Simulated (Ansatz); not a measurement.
The system is MnS.

```
CELL_PARAMETERS angstrom
0.00000 2.47346 2.47346
2.47346 0.00000 2.47346
2.47346 2.47346 0.00000
ATOMIC_POSITIONS crystal
Mn 0.00000 0.00000 0.00000
S 0.75000 0.75000 0.75000
```

The cell is a database's computed one.

Program: Ansatz 0.2.0. Alike in all runs: task band structure; potentials or basis all-electron LAPW, scalar-relativistic; spin collinear, ferromagnetic start; cell as given; k mesh 9 × 9 × 9; cutoff (eV) 344; smearing fermi-dirac 0.05 eV; basis error allowed 0.001 eV/atom.

Question: Order these runs on this cell by their pressure, lowest first.
A. level LDA
B. level PBE
C. level PBEsol

Answer: A (-6.9 GPa), C (-3.0 GPa), B (3.0 GPa).

Caveats: the moment fell far below its start of 4 μB, so a state of higher moment may lie lower in energy; the starting moments weren't kept.
